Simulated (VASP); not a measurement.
Cs2AgBiBr6:

```xyz
10
Lattice="0.0000 5.6161 5.6161 5.6161 0.0000 5.6161 5.6161 5.6161 0.0000" Properties=species:S:1:pos:R:3 pbc="T T T"
Bi    0.0000    0.0000    0.0000
Cs    8.4242    8.4242    8.4242
Cs    2.8081    2.8081    2.8081
Ag    5.6161    5.6161    5.6161
Br    5.6161    5.6161    8.4180
Br    5.6161    5.6161    2.8142
Br    2.8142    5.6161    5.6161
Br    5.6161    8.4180    5.6161
Br    8.4180    5.6161    5.6161
Br    5.6161    2.8142    5.6161
```

* Program: VASP 6.6.1
* Task: relaxation of cell and atoms
* Functional: LDA
* Potentials or basis: VASP PAW LDA potentials, release 64 (Bi_d, Cs_sv, Ag, Br)
* Cutoff: 600 eV
* k mesh: 3 × 3 × 3
* Occupations: fermi-dirac, width 0.05 eV
* Spin: no spin polarisation

At the start: pressure -1.4 GPa; volume 35.43 Å³/atom.

How do energy, volume and symmetry change on relaxing?

Over 7 steps the energy falls by 16.1 meV/atom and the volume is 33.33 Å³/atom (-5.9 %); space group Fm-3m (No. 225, to 0.05 Å).

Step by step:
```tsv
step	energy change (eV)	largest force (eV/Å)	pressure (GPa)	volume (Å³)
1	0.0000	0.3369	-1.39	354.27
2	-0.1158	0.3440	-0.25	338.74
3	-0.1287	0.3362	0.34	332.12
4	-0.1573	0.1050	0.16	332.17
5	-0.1605	0.0016	0.10	332.19
6	-0.1605	0.0040	0.09	332.19
7	-0.1608	0.0025	-0.01	333.30
```

Final structure:
```cif
data_structure
_symmetry_space_group_name_H-M 'P 1'
_symmetry_Int_Tables_number 1
_cell_length_a 7.7825
_cell_length_b 7.7825
_cell_length_c 7.7825
_cell_angle_alpha 60.000
_cell_angle_beta 60.000
_cell_angle_gamma 60.000
_cell_volume 333.30
loop_
_atom_site_label
_atom_site_type_symbol
_atom_site_fract_x
_atom_site_fract_y
_atom_site_fract_z
_atom_site_occupancy
Bi1 Bi 0.00000 0.00000 0.00000 1
Cs1 Cs 0.75000 0.75000 0.75000 1
Cs2 Cs 0.25000 0.25000 0.25000 1
Ag1 Ag 0.50000 0.50000 0.50000 1
Br1 Br 0.74453 0.74453 0.25547 1
Br2 Br 0.25547 0.25547 0.74453 1
Br3 Br 0.74453 0.25547 0.25547 1
Br4 Br 0.74453 0.25547 0.74453 1
Br5 Br 0.25547 0.74453 0.74453 1
Br6 Br 0.25547 0.74453 0.25547 1
```
